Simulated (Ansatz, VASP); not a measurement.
**Te in VASP and in Ansatz**

Contents of INCAR:

```
PREC = Accurate
ENCUT = 520
EDIFF = 1E-6
ISMEAR = -1
SIGMA = 0.05
LREAL = F
LASPH = T
NELM = 100
ALGO = Normal
ISIF = 2
LWAVE = F
LCHARG = T
GGA = CA
LELF = T
LVHAR = T
NBANDS = 9
```

The input KPOINTS:

```
Automatic mesh
0
Gamma
  9 9 9
```

POSCAR

```
Te
1.0
    2.3362486691      1.3488337980      1.7132056465
   -2.3362486691      1.3488337980      1.7132056465
    0.0000000000     -2.6976675961      1.7132056465
Te
1
Direct
    0.5000000000      0.5000000000      0.5000000000
```

Contents of input.yaml:

```yaml
crystal:
  lattice:
    - [2.3362486691, 1.348833798, 1.7132056465]
    - [-2.3362486691, 1.348833798, 1.7132056465]
    - [0.0, -2.6976675961, 1.7132056465]
  atoms:
    - { symbol: Te, position: [0.5, 0.5, 0.5] }
kpoints:
  mp_grid: { grid: [9, 9, 9] }
scf:
  occupations: { method: fermi_dirac, width: 0.05 }
hamiltonian:
  xc: lda
  pseudopotentials: { kind: all_electron, lapw: { basis_error: 0.001 } }
output:
  forces: true
  stress: true
  eigenvalues: true
```

Change from the starting cell: volume scaled by 1.04.

Alike in both runs: task single point; functional LDA; k mesh 9 × 9 × 9; occupations fermi-dirac, width 0.05 eV; no spin polarisation.

```csv
,VASP,Ansatz
version,VASP 6.6.1,Ansatz 0.2.0
potentials or method,"VASP PAW LDA potentials, release 64 (Te)","all-electron LAPW, scalar-relativistic"
plane-wave cutoff (eV),520,see its input
```

Ansatz gave:

| Quantity | Value |
| --- | --- |
| gap on the k mesh at the Fermi level (eV) | none |
| pressure (GPa) | -3.1 |
| largest component of the traceless stress (GPa) | 0.60 |

Task: What did VASP give for the same quantities?

Result: gap on the k mesh at the Fermi level (eV): none; pressure (GPa): -3.0; largest component of the traceless stress (GPa): 0.57.

A gap of «none» marks a metal or a gap that the smearing closes. Ansatz ran all-electron here, so the differences hold the error of VASP's frozen core and of both bases.

Spin-orbit coupling is left out, which matters for the levels of Te.
